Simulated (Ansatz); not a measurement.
FeGe:

```
CELL_PARAMETERS angstrom
4.99760 0.00000 0.00000
-2.49880 4.32805 0.00000
0.00000 0.00000 4.11576
ATOMIC_POSITIONS crystal
Ge 0.66667 0.33333 0.50000
Ge 0.33333 0.66667 0.50000
Ge 0.00000 0.00000 0.00000
Fe 0.00000 0.50000 0.00000
Fe 0.50000 0.50000 0.00000
Fe 0.50000 0.00000 0.00000
```

The cell is a database's computed one.

Alike in all runs: program Ansatz 0.2.0; functional PBE; potentials or basis Ansatz PAW; cutoff 420 eV (not typed: the program's choice for these potentials); k mesh 6 × 6 × 7; occupations fermi-dirac, width 0.05 eV.

The same cell was started in several ways:

```tsv
start	free energy over the lowest (meV/atom)	net moment (μB)	site or absolute moments (μB)	gap
collinear spin, antiferromagnetic start of up to 3 μB	0.0	4.32	Ge -0.04, -0.07; Fe +1.52	none (metal or under the smearing width)
no spin polarisation	127.8	-	-	none (metal or under the smearing width)
collinear spin, ferromagnetic start of up to 3 μB	0.0	4.32	Ge -0.04, -0.07; Fe +1.52	none (metal or under the smearing width)
collinear spin, ferrimagnetic start of up to 3 μB	0.0	4.32	Ge -0.04, -0.07; Fe +1.52	none (metal or under the smearing width)
collinear spin, random start of up to 3.53 μB	0.0	4.32	Ge -0.04, -0.07; Fe +1.52	none (metal or under the smearing width)
```

Allowing spin polarisation gains 128 meV/atom. A still lower state may exist.

Caveats: the starting moments weren't kept (some runs).
